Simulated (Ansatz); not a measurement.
Level of theory: DFT PBE, scalar-relativistic, plane waves, PAW in Ansatz 0.2.0. Settings: cutoff 420 eV, Γ-centred meshes spaced at most about 0.3 Å⁻¹, and about 0.25 Å⁻¹ or finer for metals (2π included), Gaussian smearing. No spin polarisation.

Temperature and zero-point effects are left out.

Question: Order these relaxed structures of SiMo5 by energy, lowest first, with the energy over the lowest of them.
A.

```
Si Mo
1.0
     1.59760   -2.23760    0.00000
     1.59760    2.23760    0.00000
     0.00000    0.00000   12.87517
Si Mo
1 5
Direct
  0.00000 0.00000 0.00000
  0.00000 0.00000 0.67237
  0.50000 0.50000 0.84500
  0.50000 0.50000 0.50000
  0.50000 0.50000 0.15500
  0.00000 0.00000 0.32763
```

B.

```
Si Mo
1.0
     3.17749    0.00000    0.00000
     0.00000    3.17749    0.00000
     0.00000    0.00000    9.04712
Si Mo
1 5
Direct
  0.00000 0.00000 0.00000
  0.00000 0.00000 0.67215
  0.50000 0.50000 0.84194
  0.00000 0.00000 0.32785
  0.50000 0.50000 0.15806
  0.50000 0.50000 0.50000
```

C.

```
Si Mo
1.0
     4.42662    0.00000    0.00000
    -2.21331    3.83356    0.00000
     0.00000    0.00000    5.36594
Si Mo
1 5
Direct
  0.00000 0.00000 0.00000
  0.66667 0.33333 0.83102
  0.33333 0.66667 0.67147
  0.33333 0.66667 0.16898
  0.66667 0.33333 0.32853
  0.00000 0.00000 0.50000
```

Answer: C (0 meV/atom), B (29 meV/atom), A (67 meV/atom). Forms: C P-3m1; B P4/mmm; A Cmmm. Counting Mo atoms around Si (those within 1.25 times the shortest such distance or 1.15 times the sum of covalent radii; a plus sign parts nearer from farther groups): C has Si 8+6; B has Si 8+2; A has Si 4+4. All come from invented guesses.

The k mesh leaves some 4 meV/atom of noise in the energy of each metallic cell. Cells relaxed within their symmetry can be saddle points. Some structure types and database cells were kept out of the candidates from the start, so a known form may be missing.
